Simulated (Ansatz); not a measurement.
The system is ZnSe (Stilleite).

```
CELL_PARAMETERS angstrom
0.00000 2.83380 2.83380
2.83380 0.00000 2.83380
2.83380 2.83380 0.00000
ATOMIC_POSITIONS crystal
Se 0.75000 0.75000 0.75000
Zn 0.00000 0.00000 0.00000
```

Program: Ansatz 0.2.0. Alike in all runs: potentials or basis Ansatz PAW; cell as given.

Task: Order these runs on this cell by their band gap on the k mesh, lowest first.
A. level HSE06; spin SOC, no magnetisation; k mesh 4 × 4 × 4; cutoff (eV) 420; smearing fermi-dirac 0.05 eV; mesh quality coarse
B. level BLYP; spin off; k mesh 8 × 8 × 8; cutoff (eV) 420; smearing fermi-dirac 0.05 eV; points for each segment of the path 14; mesh quality not flagged
C. level r2SCANh; spin off; k mesh 5 × 5 × 5; cutoff (eV) 500; smearing fermi-dirac 0.05 eV; points for each segment of the path 4; mesh quality not flagged
D. level r2SCAN+rVV10; spin non-collinear, ferromagnetic start, SOC; k mesh 8 × 8 × 8; cutoff (eV) 500; smearing fermi-dirac 0.025 eV; mesh quality not flagged

Result: B (1.23 eV), D (1.70 eV), A (2.30 eV), C (2.48 eV).

Caveats: some runs use coarse meshes.

A k mesh can miss the band edges.

Not every run made on this cell is shown here.
